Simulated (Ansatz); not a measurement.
# NbGe2N4 bilayer (AB) in a perpendicular field, part 3 of 3

What dipole does a perpendicular field induce in the NbGe2N4 bilayer (AB)? A positive field points along +c.

Ansatz 0.2.0; plane-wave DFT, PBEsol-D3(BJ), Ansatz PAW.

So far, work function, upper face (eV): step 3 (atoms held, field 0) 5.72.

## 6. Single point, field 0.15 V/Å

input.yaml reads:

```yaml
crystal:
  lattice:
    - [3.0357169854, 0.0, 0.0]
    - [-1.5178584927, 2.6290080281, 0.0]
    - [0.0, 0.0, 35.3285705118]
  atoms:
    - { symbol: "N", position: [0.0, 0.0, 0.2547513208], spin: 0.01 }
    - { symbol: Ge, position: [0.3333333333, 0.6666666667, 0.271956809] }
    - { symbol: "N", position: [0.3333333333, 0.6666666667, 0.324640132] }
    - { symbol: Nb, position: [0.0, 0.0, 0.3589093095], spin: 0.29 }
    - { symbol: "N", position: [0.3333333333, 0.6666666667, 0.3930834853] }
    - { symbol: Ge, position: [0.3333333333, 0.6666666667, 0.4457804004] }
    - { symbol: "N", position: [0.0, 0.0, 0.4625279924], spin: 0.01 }
    - { symbol: "N", position: [0.3333333333, 0.6666666667, 0.5371705775] }
    - { symbol: Ge, position: [0.6666666667, 0.3333333333, 0.554313169] }
    - { symbol: "N", position: [0.6666666667, 0.3333333333, 0.6068697218] }
    - { symbol: Nb, position: [0.3333333333, 0.6666666667, 0.6411168927], spin: -0.28 }
    - { symbol: "N", position: [0.6666666667, 0.3333333333, 0.6753511411] }
    - { symbol: Ge, position: [0.6666666667, 0.3333333333, 0.7280372293] }
    - { symbol: "N", position: [0.3333333333, 0.6666666667, 0.7452486792], spin: -0.01 }
magnetization:
  spin_polarized: true
kpoints:
  mp_grid: { grid: [18, 18, 1] }
  band_path:
    path: [[0, 0, 0], [0.5, 0, 0], [0.33333333, 0.33333333, 0], [0, 0, 0]]
    npoints: 16
hamiltonian:
  xc: pbesol
  dispersion: d3bj
scf:
  occupations: { method: fermi_dirac, width: 0.02585 }
  convergence: { dr2_threshold: 1.0e-10 }
efield:
  axis: 3
  dipole_correction: true
  ramp_position: 0.97
  ramp_width: 0.06
  amplitude: 0.15
output:
  write_potential: true
  write_density: true
  volumetric_format: npy
```

The run is started by

```console
$ ansatz run input.yaml --threads 8 --pin off --max-ram 12288MiB --backend cpu --events-out ev --progress --plain --runs-dir out
```

Numbers of over 12 decimals in the logs are rounded to 6 here.

Output:

```text
[...]
Crystal: 14 atoms, lattice volume = 281.955 Å³
Basis set: ecut = 420 eV, 5471 PW (Γ)
Bands: 76, of which v1, the nominal top of the filled ones, is band 61 counted from 1 (60 counted from 0)
Symmetry: 6 space group operations
k-points: 37 of 324 (time reversal used)
[...]
Starting moments: Σ|m| = 0.6 μB on 5 of 14 sites
[...]
k-point 1 ↑: bands = [... 57 lower, 2.3065, 2.7915, 3.3012, 4.9123, 5.3072, 6.7024, 6.7703, 6.9162, ... 11 higher]
  k-point 2 ↑: bands = [... 57 lower, 2.1863, 2.9210, 3.3027, 4.9775, 5.4131, 6.7498, 6.9174, 7.0573, ... 11 higher]
  k-point 36 ↓: bands = [... 57 lower, 2.4273, 3.0867, 3.0911, 4.5499, 5.0493, 6.5405, 7.0869, 8.6164, ... 11 higher]
[key lines of the parts left out:]
SCF converged after 19 iterations
Magnetization: 0.0158 μB (61.0079 up, 60.9921 down)
Free energy (F): -29041.859847 eV
Fermi energy:    4.503886 eV
Dipole field:    D = 0.077568 V/Å  (p = 0.120865 e·Å, saw-weighted, corrected)
```

Wall time 2 min (8 threads of Arm Neoverse N1, shared host); peak memory 2.4 GiB.

The dipole is 0.121 e·Å.

## 7. Single point, field 0.25 V/Å

input.yaml, as its differences from that of step 6:

```diff
@@ -38,3 +38,3 @@
   ramp_width: 0.06
-  amplitude: 0.15
+  amplitude: 0.25
 output:
```

Output:

```text
[...]
Crystal: 14 atoms, lattice volume = 281.955 Å³
Basis set: ecut = 420 eV, 5471 PW (Γ)
Bands: 76, of which v1, the nominal top of the filled ones, is band 61 counted from 1 (60 counted from 0)
Symmetry: 6 space group operations
k-points: 37 of 324 (time reversal used)
[...]
Starting moments: Σ|m| = 0.6 μB on 5 of 14 sites
[...]
k-point 1 ↑: bands = [... 57 lower, 2.3088, 2.7911, 3.3014, 4.9097, 5.3149, 6.6860, 6.7703, 6.9218, ... 11 higher]
  k-point 2 ↑: bands = [... 57 lower, 2.1862, 2.9202, 3.3032, 4.9784, 5.4183, 6.7387, 6.9083, 7.0733, ... 11 higher]
  k-point 36 ↓: bands = [... 57 lower, 2.4373, 3.0808, 3.0993, 4.5422, 5.0487, 6.5316, 7.0856, 8.6116, ... 11 higher]
[key lines of the parts left out:]
SCF converged after 22 iterations
Magnetization: -0.0036 μB (60.9982 up, 61.0018 down)
Free energy (F): -29041.875982 eV
Fermi energy:    4.503256 eV
Dipole field:    D = 0.129535 V/Å  (p = 0.201838 e·Å, saw-weighted, corrected)
```

Wall time 2.2 min (8 threads); peak memory 2.4 GiB.

The dipole is 0.202 e·Å.

## 8. Single point, field -0.25 V/Å

input.yaml, as its differences from that of step 7:

```diff
@@ -38,4 +38,6 @@
   ramp_width: 0.06
-  amplitude: 0.25
+  amplitude: -0.25
 output:
+  dos: { projected: true, e_range: [-6, 5] }
+  bader: true
   write_potential: true
@@ -43 +45,2 @@
   volumetric_format: npy
+  elf: true
```

Output:

```text
[...]
Crystal: 14 atoms, lattice volume = 281.955 Å³
Basis set: ecut = 420 eV, 5471 PW (Γ)
Bands: 76, of which v1, the nominal top of the filled ones, is band 61 counted from 1 (60 counted from 0)
Symmetry: 6 space group operations
k-points: 37 of 324 (time reversal used)
[...]
Starting moments: Σ|m| = 0.6 μB on 5 of 14 sites
[...]
6      N     -1.4719     0.0163     0.0095
     7      N     -1.4650     0.0160    -0.0066
     8     Ge      1.9756     0.0214    -0.0067
     9      N     -1.5063     0.0054    -0.0528
    10     Nb      1.9831     0.0001    -0.4797
    11      N     -1.5050     0.0052    -0.0532
    12     Ge      1.9727     0.0211    -0.0069
    13      N     -1.4705     0.0159    -0.0081
  estimated error of the sums over rays = 6.3e-4 e
[key lines of the parts left out:]
SCF converged after 21 iterations
Magnetization: 0.0984 μB (61.0492 up, 60.9508 down)
Free energy (F): -29041.876267 eV
Fermi energy:    4.502199 eV
Dipole field:    D = -0.130289 V/Å  (p = -0.203014 e·Å, saw-weighted, corrected)
```

Run time: 2.5 min. Hardware: 8 threads; peak memory 2.4 GiB; 20 min of CPU time.

The dipole is -0.203 e·Å.

## 9. Response, atoms held

This step: plane-wave DFT, PBEsol-D3(BJ), Ansatz PAW; response to a field along the normal, atoms held (Ansatz 0.2.0).

The dipoles give the slope, and the difference of two potentials shows where the field is screened.

This step gave:

```
equivalent conductor thickness p/(ε₀AE) : 18.35 Å
distance between the outer atoms        : 17.33 Å
```

Dipole of the cell against applied field:

| applied field (V/Å) | dipole of the cell (e·Å) |
| --- | --- |
| -0.250 | -0.203 |
| -0.030 | -0.0248 |
| 0.000 | -5.7e-4 |
| 0.030 | 0.0237 |
| 0.150 | 0.121 |
| 0.250 | 0.202 |

Total moment against applied field:

| applied field (V/Å) | total moment (μB) |
| --- | --- |
| -0.250 | 0.0984 |
| -0.030 | 0.0517 |
| 0.000 | 0.0456 |
| 0.030 | 0.0396 |
| 0.150 | 0.0158 |
| 0.250 | -0.00363 |

Local field over the applied field, running mean. From the potentials at -0.03 and 0.03 V/Å; running mean over 2.5 Å. Table of local field over applied field by z:

z (Å), local field over applied field and a bar from the least value:
```
        5      0.999 ##############################
        6      0.984 ##############################
        7      0.874 ##########################
        8      0.571 #################
        9      0.265 ########
       10      0.149 #####
       11      0.129 ####
       12      0.064 ##
       13      0.012 #
       14     -0.021 
       15     -0.017 
       16     -0.011 
       17     -0.011 
       18     -0.011 
       19     -0.010 
       20     -0.015 
       21     -0.019 
       22      0.005 #
       23      0.042 ##
       24      0.115 ####
       25      0.138 #####
       26      0.206 #######
       27      0.456 ##############
       28      0.789 ########################
       29      0.968 #############################
       30      0.997 ##############################
       31      1.000 ##############################
```

The induced electron density oscillates, so the rows of the table below give means over windows of 1 Å about each position, cut where the curve ends. Its maxima inside the range that stand out by 2 % of the span (Å: e/Å³ per V/Å): 8.2: 0.00382, 9.3: 0.00162, 10.6: 0.00111, 11.5: 0.00137, 12.7: 0.0016, 14.0: 1.8e-4, 16.9: 1.1e-4, 19.9: 1.3e-4, 22.1: 1.6e-4, 23.1: 9.4e-4, 24.1: 8.3e-5, 25.5: 0.00197, 26.5: -6.4e-4. Its minima: 8.8: 6.2e-4, 9.9: -0.00197, 11.2: -1.1e-4, 12.2: -8.6e-4, 13.2: -1.7e-4, 15.5: -1.3e-4, 18.3: -1.0e-4, 21.3: -1.7e-4, 22.7: -0.00148, 23.8: -0.00137, 24.7: -0.00112, 26.1: -0.00162, 27.1: -0.00381.

Electrons, planar mean, per unit field. Table of induced electron density by z; means over each step:

| z (Å) | induced electron density (e/Å³ per V/Å) |
| --- | --- |
| 5 | 6.7e-6 |
| 6 | 8.0e-5 |
| 7 | 7.5e-4 |
| 8 | 0.00307 |
| 9 | 0.00126 |
| 10 | -7.8e-4 |
| 11 | 6.4e-4 |
| 12 | 5.3e-5 |
| 13 | 5.5e-4 |
| 14 | 3.4e-5 |
| 15 | -7.9e-5 |
| 16 | -4.0e-5 |
| 17 | 7.9e-5 |
| 18 | -5.8e-5 |
| 19 | -1.1e-5 |
| 20 | 9.9e-5 |
| 21 | -5.0e-5 |
| 22 | -1.1e-4 |
| 23 | -1.3e-4 |
| 24 | -6.4e-4 |
| 25 | 9.2e-5 |
| 26 | -3.3e-4 |
| 27 | -0.00289 |
| 28 | -0.00141 |
| 29 | -1.7e-4 |
| 30 | -1.6e-5 |
| 31 | -1.7e-6 |

By hand: between -0.03 and 0.03 V/Å the dipole changes by 0.04856 e·Å, a slope of 0.8093 e·Å²/V. A perfect conductor of thickness t has p = ε₀AEt, so t = 180.95 × 0.8093 / 7.981 = 18.35 Å (e/ε₀ = 180.95 V·Å, A in Å²).

The induced dipole is that of a conductor 18.35 Å thick.

## 10. The same run with other settings

This step: plane-wave DFT, PBEsol-D3(BJ), Ansatz PAW (Ansatz 0.2.0).

A run with a changed input: it repeats the earlier run at 0.03 V/Å with efield.dipole_correction from true to false and efield.amplitude from 0.03 to -0.1.

input.yaml, as its differences from that of step 8:

```diff
@@ -35,9 +35,7 @@
   axis: 3
-  dipole_correction: true
+  dipole_correction: false
   ramp_position: 0.97
   ramp_width: 0.06
-  amplitude: -0.25
+  amplitude: -0.1
 output:
-  dos: { projected: true, e_range: [-6, 5] }
-  bader: true
   write_potential: true
@@ -45,2 +43 @@
   volumetric_format: npy
-  elf: true
```

Output:

```text
[...]
Crystal: 14 atoms, lattice volume = 281.955 Å³
Basis set: ecut = 420 eV, 5471 PW (Γ)
Bands: 76, of which v1, the nominal top of the filled ones, is band 61 counted from 1 (60 counted from 0)
Symmetry: 6 space group operations
k-points: 37 of 324 (time reversal used)
[...]
Starting moments: Σ|m| = 0.6 μB on 5 of 14 sites
[...]
SCF iter   1: F=—  HF=-29040.264094 eV  |F-HF|=—  |Δ(HF+E_count)|=         —  Δρ=5.98e-2 (↑5.93e-2 ↓5.98e-2)  dr2=8.58e1  dr2_m=1.91e-2  M=0.206 μB ∫|m|=0.364 μB  β_m=0.30  ethr=3.10e-3  p=-0.000 e·Å  V_vac-E_F(+/−)=5.80/9.04 eV  ⟨swp⟩=8.4  Hψ=24642  notcnv=0  defer=108
[...]
SCF iter  27: F=-29041.859368 eV  HF=-29041.859368 eV  |F-HF|=1.60e-10  |Δ(HF+E_count)|=  7.28e-11  Δρ=6.83e-9 (↑6.83e-9 ↓5.58e-9)  dr2=2.18e-12  dr2_m=1.06e-14  M=0.089 μB ∫|m|=1.358 μB  ethr=1.00e-12  p=-0.170 e·Å  V_vac-E_F(+/−)=4.22/7.15 eV  ⟨swp⟩=1.3  Hψ=11690  notcnv=0
SCF 1 converged in 27 iterations: F = -29041.859368 eV  dr2 = 2.18e-12
[...]
SCF converged after 27 iterations
an eigenvalue changed by more than its tolerance at an iteration that met the thresholds in force, so the SCF went on 1 time: the last check found none over its tolerance
Magnetization: 0.0895 μB (61.0447 up, 60.9553 down)
Absolute magnetization: 1.3580 μB (∫|ρ↑−ρ↓|, with the PAW one-centre terms)
[...]
Per-site moments (μB) at R_I (Å): [(0.00605359, 0.765222), (0.00294695, 0.765222), (0.00371435, 0.767756), (0.291206, 0.877907), (0.00394408, 0.767954), (0.00293417, 0.763062), (0.00599608, 0.763062), (-0.00385513, 0.764922), (-0.0025489, 0.764922), (-0.00295931, 0.765909), (-0.254970, 0.878404), (-0.00341236, 0.767796), (-0.00260632, 0.765250), (-0.00490752, 0.765250)]
Free energy (F): -29041.859368 eV
[...]
Internal energy: -29041.844064 eV  (E = F + TS)
E sigma→0 (E₀):  -29041.851716 eV
Entropy (-TS):   -0.015304 eV (-1.093 meV/atom)
Fermi energy:    4.502734 eV
Dipole field:    D = -0.108940 V/Å  (p = -0.169748 e·Å, saw-weighted)
Work function:   not extracted (applied field tilts the vacuum); planar V_es + V_field profile in the machine report
[...]
--- Band table (eV; the first three rows and the last of 74) ---
  k-point 0 ↑: bands = [... 57 lower, 2.3514, 2.6118, 3.2657, 4.8046, 5.1637, 6.5471, 6.6530, 7.0007, ... 11 higher]
  k-point 1 ↑: bands = [... 57 lower, 2.2979, 2.7883, 3.3020, 4.9164, 5.2756, 6.6936, 6.8074, 6.9065, ... 11 higher]
  k-point 2 ↑: bands = [... 57 lower, 2.1838, 2.9187, 3.3026, 4.9697, 5.3911, 6.7689, 6.9154, 7.0305, ... 11 higher]
  k-point 36 ↓: bands = [... 57 lower, 2.4813, 3.0452, 3.1309, 4.5756, 5.0483, 6.5703, 7.0892, 8.6266, ... 11 higher]
```

It took 2.4 min on 8 threads; peak memory 2.4 GiB; 19 min of CPU time.

| quantity | this run | earlier run | difference |
| --- | --- | --- | --- |
| dipole along the normal (e·Å) | -0.1697 | 0.02372 | -0.19 |
| total moment (μB) | 0.08947 | 0.03958 | 0.050 |

The applied field differs, and the slope found earlier predicts a dipole of -0.0815 e·Å; this run gives -0.170 e·Å, 0.088 e·Å less.

With the dipole correction off, the periodic images add a field of their own to the typed one.

Besides the dipole, what moves beyond 0.01 in its unit (for the dipole 0.5 % and 5e-5 e·Å): total moment (+0.0499 μB).

These numbers are not those of the isolated slab.

## 11. A changed input: efield.ramp_width = 0.04

Another changed input: it repeats the earlier run at 0.03 V/Å with efield.ramp_width from 0.06 to 0.04.

input.yaml, as its differences from that of step 10:

```diff
@@ -35,6 +35,6 @@
   axis: 3
-  dipole_correction: false
+  dipole_correction: true
   ramp_position: 0.97
-  ramp_width: 0.06
-  amplitude: -0.1
+  ramp_width: 0.04
+  amplitude: 0.03
 output:
```

Output:

```text
[...]
Crystal: 14 atoms, lattice volume = 281.955 Å³
Basis set: ecut = 420 eV, 5471 PW (Γ)
Bands: 76, of which v1, the nominal top of the filled ones, is band 61 counted from 1 (60 counted from 0)
Symmetry: 6 space group operations
k-points: 37 of 324 (time reversal used)
[...]
Starting moments: Σ|m| = 0.6 μB on 5 of 14 sites
[...]
SCF iter   1: F=—  HF=-29039.708727 eV  |F-HF|=—  |Δ(HF+E_count)|=         —  Δρ=5.95e-2 (↑5.93e-2 ↓5.95e-2)  dr2=5.22e1  dr2_m=1.30e-2  M=0.230 μB ∫|m|=0.706 μB  β_m=0.30  ethr=3.10e-3  p=0.026 e·Å  D=1.66e-2 V/Å  ΔV_dip=-0.59 eV  dr2_dipole=9.22e-2  V_vac-E_F(+/−)=7.80/7.39 eV  ⟨swp⟩=8.5  Hψ=24777  notcnv=0  defer=34
[...]
SCF iter  24: F=-29041.851171 eV  HF=-29041.851171 eV  |F-HF|=2.91e-11  |Δ(HF+E_count)|=  9.09e-11  Δρ=3.02e-9 (↑2.85e-9 ↓3.02e-9)  dr2=1.13e-12  dr2_m=3.40e-15  M=0.040 μB ∫|m|=1.358 μB  ethr=1.00e-12  p=0.024 e·Å  D=1.52e-2 V/Å  ΔV_dip=-0.54 eV  dr2_dipole=4.77e-13  V_vac-E_F(+/−)=5.92/5.46 eV  ⟨swp⟩=1.0  Hψ=11545  notcnv=0
SCF 1 converged in 24 iterations: F = -29041.851171 eV  dr2 = 1.13e-12
[...]
SCF converged after 24 iterations
Magnetization: 0.0396 μB (61.0198 up, 60.9802 down)
Absolute magnetization: 1.3575 μB (∫|ρ↑−ρ↓|, with the PAW one-centre terms)
[...]
Per-site moments (μB) at R_I (Å): [(0.00554823, 0.765222), (0.00283882, 0.765222), (0.0033534, 0.767756), (0.280904, 0.877907), (0.00396682, 0.767954), (0.00282704, 0.763062), (0.00571169, 0.763062), (-0.0040945, 0.764922), (-0.0026427, 0.764922), (-0.0029193, 0.765909), (-0.265167, 0.878404), (-0.00374477, 0.767796), (-0.00270205, 0.765250), (-0.00533434, 0.765250)]
Free energy (F): -29041.851171 eV
[...]
Internal energy: -29041.835750 eV  (E = F + TS)
E sigma→0 (E₀):  -29041.843461 eV
Entropy (-TS):   -0.015421 eV (-1.101 meV/atom)
Fermi energy:    4.509346 eV
Dipole field:    D = 0.015230 V/Å  (p = 0.023731 e·Å, saw-weighted, corrected)
Work function:   not extracted (applied field tilts the vacuum); planar V_es + V_field profile in the machine report
[...]
--- Band table (eV; the first three rows and the last of 74) ---
  k-point 0 ↑: bands = [... 57 lower, 2.3623, 2.6210, 3.2698, 4.8067, 5.1907, 6.5692, 6.6407, 6.9915, ... 11 higher]
  k-point 1 ↑: bands = [... 57 lower, 2.3089, 2.7965, 3.3065, 4.9198, 5.3025, 6.7157, 6.7831, 6.9154, ... 11 higher]
  k-point 2 ↑: bands = [... 57 lower, 2.1911, 2.9263, 3.3076, 4.9809, 5.4117, 6.7648, 6.9305, 7.0457, ... 11 higher]
  k-point 36 ↓: bands = [... 57 lower, 2.4518, 3.0774, 3.1092, 4.5640, 5.0548, 6.5559, 7.0934, 8.6262, ... 11 higher]
```

The job ended after 2.2 min (8 threads; peak memory 2.4 GiB; 17 min of CPU time).

Numbers from this step:

```
energy at zero smearing : -29041.8435 eV
total moment            : 0.03958 μB
dipole along the normal : 0.02373 e·Å
```

Deep bands are left out, so band numbers here count from the lowest band kept and differ from the log's. Electronic bands along the path, in eV, zero at the Fermi level; # counts the bands kept:

| point | up #23 | up #24 | up #25 | up #26 | down #23 | down #24 | down #25 | down #26 |
| --- | --- | --- | --- | --- | --- | --- | --- | --- |
| Γ | -1.89 | -1.24 | 0.30 | 0.68 | -1.89 | -1.24 | 0.31 | 0.69 |
| halfway | -1.84 | -1.58 | -0.30 | 0.25 | -1.84 | -1.58 | -0.27 | 0.25 |
| M | -1.85 | -1.78 | -0.50 | 0.03 | -1.83 | -1.79 | -0.48 | 0.04 |
| halfway | -1.82 | -1.71 | -0.35 | 0.18 | -1.83 | -1.71 | -0.32 | 0.19 |
| K | -1.43 | -1.40 | 0.02 | 0.55 | -1.43 | -1.40 | 0.05 | 0.55 |
| halfway | -1.89 | -1.71 | -0.48 | 0.08 | -1.89 | -1.70 | -0.46 | 0.08 |
| Γ | -1.89 | -1.24 | 0.30 | 0.68 | -1.89 | -1.24 | 0.31 | 0.69 |

| quantity | this run | earlier run | difference |
| --- | --- | --- | --- |
| dipole along the normal (e·Å) | 0.02373 | 0.02372 | 9.7e-6 |
| total moment (μB) | 0.03958 | 0.03958 | 3.3e-7 |

Nothing in the table moves by 0.01 in its unit (for the dipole 0.5 % and 5e-5 e·Å). The run took 24 SCF cycles against 20.

Of the bands kept, 4 cross the Fermi level on this path, both spins counted.

## 12. What came out

```json
{
  "gap without field": "none",
  "work function, upper face": "5.72 eV",
  "equivalent conductor thickness, atoms held": "18.4 Å"
}
```

What this shows: The induced dipole equals that of a perfect conductor 18.35 Å thick, while the outer atoms lie 17.33 Å apart. There is no gap over 0.03 eV, with or without the field. The magnetic order is the one reached from the typed start; other orders were not compared. Spin-orbit coupling is left out. The outer anions sit over the metal atoms, one of several polytypes of such layers and not the lowest for every compound. With this functional, D3(BJ) tends to leave the relaxed cell short of measured lattice constants, by some per cent.

[Logs are printed without paths, hosts, clocks, repeated set-up lines and the standing remarks that a program may print on its own settings, such as how far it seeks lower states.]

[Hosts, paths, dates, database ids (printed as entryN), source tags and the programs' standing remarks are cut or masked in the printed files.]

[Maps of the electrostatic potential energy from Ansatz leave out the sawtooth potential of an applied field or a dipole correction, so their vacuum need not be flat; planar profiles and work functions include it.]
